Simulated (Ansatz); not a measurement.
**Pb (dhcp): energy against volume**

The calculation used DFT, RPBE, plane waves (420 eV) with PAW, scalar-relativistic (Ansatz 0.2.0). The PAW files were generated under PBE, with cores re-solved for the functional.

The cell is scaled uniformly from the relaxed one, with fractional coordinates and shape fixed. Energies are extrapolated to zero smearing, pressures are those at the given smearing. Magnetic state: spin not included.

A Birch-Murnaghan fit gives V₀ = 33.15 Å³/atom, B₀ = 34 GPa, B₀′ = 4.8.

Problem. What are the energy above the minimum and the pressure at 29.227 Å³/atom?

Solution. 63.1 meV/atom and 5.93 GPa as computed.

Problem. What are the energy above the minimum and the pressure at 31.884 Å³/atom?

Solution. 5.6 meV/atom and 1.52 GPa as computed.

Problem. What are the energy above the minimum and the pressure at 37.198 Å³/atom?

Solution. 42.1 meV/atom and -2.95 GPa as computed.
